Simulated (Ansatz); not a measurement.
We consider zinc-blende InN (metastable phase), described by B3LYP (VWN-RPA form) (Ansatz, an electronic-structure program, plane waves, PAW).

Settings: plane-wave cutoff 460 eV, 10×10×10 k mesh, Fermi–Dirac smearing 0.01 eV, scalar-relativistic PAW data made under PBE.

Properties against volume:

| V (Å³/atom) | P (GPa) | direct gap at Γ (eV) |
|---|---|---|
| 15.196 | 7.65 | 0.891 |
| 15.575 | 3.82 | 0.787 |
| 15.996 | 0.13 | 0.672 |
| 16.396 | -2.91 | 0.562 |
| 16.796 | -5.56 | 0.453 |

A straight line through the gaps at Γ against ln V gives a volume deformation potential dE_g(Γ)/d ln V of -4.4 eV: the gap at Γ widens under compression.

Measured, for comparison: band gap 0.61 eV (low temperature, zero-point motion not removed, photoluminescence, epilayer; as tabulated in Schörmann, As, Lischka, Schley, Goldhahn et al., Appl. Phys. Lett. 89, 261903 …).

Spin–orbit coupling is not included.
